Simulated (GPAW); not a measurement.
The system is I.

```
I
1.0
     2.53835   -3.70662    0.00000
     2.53835    3.70662    0.00000
    -1.62087    0.00000    2.38110
I
1
Direct
  0.50000 0.50000 0.50000
```

Base run:

| Item | Value |
| --- | --- |
| Program | GPAW 26.7.0 |
| Functional | RPBE |
| Potentials or basis | the program's PAW data sets (release 1.2.1) made for this functional |
| Cutoff | 600 eV |
| Basis | pw |
| k mesh | 7 × 7 × 11 |
| Occupations | gaussian, width 0.02 eV |
| Spin | no spin polarisation |

Its results: band gap on the k mesh none (metal or under the smearing width); pressure 2.5 GPa.

**Question.** The run is repeated on the same cell with these changes: functional from RPBE to LDA; occupations from gaussian, width 0.02 eV to gaussian, width 0.1 eV. What comes out?

**Answer.** Band gap on the k mesh none (metal or under the smearing width); pressure -1.1 GPa.

Caveats: an odd number of electrons without spin polarisation forces a metal; a magnetic or distorted state may lie lower.
